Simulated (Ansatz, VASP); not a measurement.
This is a calculation of Nb for VASP 6.6.1.

Contents of INCAR:

```
SYSTEM = Nb
PREC = Accurate ; ENCUT = 520
EDIFF = 1E-6 ; ISMEAR = -1
SIGMA = 0.05 ; LREAL = .False.
LASPH = .True. ; NELM = 60
ALGO = Normal ; ISIF = 2
LWAVE = .False. ; LCHARG = .False.
GGA = PE ; NBANDS = 12
```

Contents of KPOINTS:

```
regular mesh
0
Gamma
  11 11 11
  0 0 0
```

Contents of POSCAR:

```
Nb
1.0
    0.0000000000      2.1564811194      2.1564811194
    2.1564811194      0.0000000000      2.1564811194
    2.1564811194      2.1564811194      0.0000000000
Nb
1
Direct
    0.0000000000      0.0000000000      0.0000000000
```

Potentials or basis: VASP PAW PBE potentials, release 64 (Nb_sv).

The run is started by

```bash
$ cat potpaw_PBE.64/Nb_sv/POTCAR > POTCAR
$ mpirun -np 1 vasp_std > vasp.out
```

Problem. Translate it to Ansatz 0.2.0. Potentials there: Ansatz PAW soft_1.

Solution. As run (the cutoff follows the program's own potentials):

File input.yaml:

```yaml
crystal:
  lattice:
    - [0.0, 2.1564811194, 2.1564811194]
    - [2.1564811194, 0.0, 2.1564811194]
    - [2.1564811194, 2.1564811194, 0.0]
  atoms:
    - { symbol: Nb, position: [0.0, 0.0, 0.0] }
hamiltonian:
  xc: pbe
  pseudopotentials: { kind: paw, azcp: { folder: soft_1 } }
kpoints:
  mp_grid: { grid: [11, 11, 11] }
scf:
  occupations: { method: fermi_dirac, width: 0.05 }
output:
  forces: true
  stress: true
  eigenvalues: true
```

Potentials or basis: Ansatz PAW soft_1.

Run with:

```sh
$ ansatz run input.yaml --threads 1 --pin off --max-ram 3584MiB --backend cpu --events-out ev --progress --plain --runs-dir out
```

Both were run:

|  | VASP | Ansatz | Ansatz less VASP |
| --- | --- | --- | --- |
| gap on the k mesh at the Fermi level (eV) | none | none | - |
| pressure (GPa) | -10.2 | -10.0 | +0.25 |

A gap of «none» marks a metal or a gap that the smearing closes. With one functional, cell and mesh, what is left measures potentials, basis and numerics.
